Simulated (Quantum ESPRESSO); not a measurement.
A calculation with Quantum ESPRESSO 7.5 of SiO2 (native input, structure typed inline):

File pw.in:

```
&CONTROL
  calculation = 'scf'
  prefix = 'pwscf'
  outdir = './tmp'
  pseudo_dir = './pseudo'
  tprnfor = .true.
  tstress = .true.
  disk_io = 'nowf'
/
&SYSTEM
  ibrav = 0
  nat = 9
  ntyp = 2
  ecutwfc = 55
  ecutrho = 440
  nbnd = 33
  occupations = 'smearing'
  smearing = 'fd'
  degauss = 0.00367493
/
&ELECTRONS
  conv_thr = 1.8d-09
  electron_maxstep = 120
  mixing_beta = 0.5
/
ATOMIC_SPECIES
Si    28.0850 Si.pbe-n-rrkjus_psl.1.0.0.UPF
O     15.9990 O.pbe-n-kjpaw_psl.0.1.UPF
CELL_PARAMETERS angstrom
   5.0605222284    0.0000000000    0.0000000000
  -2.5302611142    4.3825408062    0.0000000000
   0.0000000000    0.0000000000    5.5413533100
ATOMIC_POSITIONS crystal
Si     0.5000000000    0.0000000000    0.0000000000
Si     0.5000000000    0.5000000000    0.6666666667
Si     0.0000000000    0.5000000000    0.3333333333
O      0.2086053700    0.7913946300    0.1666666667
O      0.2086053700    0.4172107400    0.5000000000
O      0.4172107400    0.2086053700    0.8333333333
O      0.7913946300    0.2086053700    0.1666666667
O      0.7913946300    0.5827892600    0.5000000000
O      0.5827892600    0.7913946300    0.8333333333
K_POINTS automatic
6 6 5 0 0 0
```

Potentials or basis: SSSP 1.3 efficiency PBE.

Launch:

```console
$ OMP_NUM_THREADS=1 pw.x -in pw.in > pw.out
```

The cell comes from a database or a generator and needn't be the stable form of this composition.

**Question.** Write the same calculation in another form: ASE script, Cartesian positions.

**Answer.** As run:

File run.py:

```python
import numpy as np
from ase.calculators.espresso import Espresso, EspressoProfile
from ase.io import read

atoms = read('SiO2.xyz')

input_data = {
    'control': {'calculation': 'scf', 'prefix': 'pwscf', 'outdir': './tmp', 'tprnfor': True, 'tstress': True, 'disk_io': 'nowf'},
    'system': {'ecutwfc': 55.0, 'ecutrho': 440.0, 'nbnd': 33, 'occupations': 'smearing', 'smearing': 'fd', 'degauss': 0.00367493},
    'electrons': {'conv_thr': 1.8e-09, 'electron_maxstep': 120, 'mixing_beta': 0.5},
}
pseudopotentials = {'O': 'O.pbe-n-kjpaw_psl.0.1.UPF', 'Si': 'Si.pbe-n-rrkjus_psl.1.0.0.UPF'}
profile = EspressoProfile(command='pw.x', pseudo_dir='pseudo')
dft = Espresso(profile=profile, input_data=input_data, pseudopotentials=pseudopotentials, kpts=(6, 6, 5), koffset=(0, 0, 0))
atoms.calc = dft

print(f'energy {atoms.get_potential_energy():.8f} eV')
print('forces (eV/A)')
print(np.round(atoms.get_forces(), 6))
print('stress (eV/A^3, Voigt)')
print(np.round(atoms.get_stress(), 8))
print(f'Fermi level {dft.get_fermi_level():.4f} eV')
```

Contents of SiO2.xyz:

```xyz
9
Lattice="5.0605222284 0.0000000000 0.0000000000 -2.5302611142 4.3825408062 0.0000000000 0.0000000000 0.0000000000 5.5413533100" Properties=species:S:1:pos:R:3 pbc="T T T"
Si     2.5302611142      0.0000000000      0.0000000000
Si     1.2651305571      2.1912704031      3.6942355402
Si    -1.2651305571      2.1912704031      1.8471177698
O     -0.9467829464      3.4683192598      0.9235588852
O      0.0000000000      1.8284430928      2.7706766550
O      1.5834781678      0.9142215464      4.6177944248
O      3.4770440606      0.9142215464      0.9235588852
O      2.5302611142      2.5540977134      2.7706766550
O      0.9467829464      3.4683192598      4.6177944248
```

Potentials or basis: SSSP 1.3 efficiency PBE.

Command:

```bash
$ OMP_NUM_THREADS=1 python run.py
```

Both were run:

|  | native input, structure typed inline | ASE script, Cartesian positions |
| --- | --- | --- |
| Pressure | 5.4 GPa | 5.4 GPa |
| Largest force | 0.267 eV/Å | 0.267 eV/Å |
| Band gap on the k mesh | 5.72 eV, indirect (least direct gap 5.91 eV) | 5.72 eV, indirect (least direct gap 5.91 eV) |

Keys that steer only the numerical path or the files written may differ.

Caveat: an odd mesh through Γ misses points on the zone boundary, where band edges often lie.
